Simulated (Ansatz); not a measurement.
## BN: frozen normal mode

Method: DFT PBE, scalar-relativistic, plane waves, PAW (Ansatz). Cutoff 420 eV, Γ-centred 12×12×6 k-points, Gaussian smearing of 0.05 eV. No spin polarisation. Energies are free energies at this smearing, counted from the undisturbed cell; pressure is positive in compression.

The undisturbed cell (relaxed at this level; this wurtzite form isn't the usual structure):

```yaml
crystal:
  lattice:
    - [2.55458, 0.00000, 0.00000]
    - [-1.27729, 2.21233, 0.00000]
    - [0.00000, 0.00000, 4.22451]
  atoms:
    - { symbol: B, position: [0.66667, 0.33333, 0.99981] }
    - { symbol: B, position: [0.33333, 0.66667, 0.49981] }
    - { symbol: N, position: [0.66667, 0.33333, 0.62519] }
    - { symbol: N, position: [0.33333, 0.66667, 0.12519] }
```

A zone-centre mode of this cell is frozen in: each atom moves by x times its row below, so x is the largest displacement.
```
atom ux uy uz
  B1   0.934  0.000  0.000
  B2  -0.934  0.000  0.000
  N3  -1.000  0.000  0.000
  N4   1.000  0.000  0.000
```

```tsv
x (Å)	ΔE (meV/cell)
-0.1200	276.5
-0.0600	69.1
0.0000	0.0
0.0150	4.3
0.0300	17.3
0.0450	38.9
0.0750	108.0
0.0900	155.5
0.1050	211.7
```

By symmetry 0.1200 repeats -0.1200, -0.0900 repeats 0.0900, 0.0600 repeats -0.0600, -0.0300 repeats 0.0300 in energy, with the opposite slope along the path.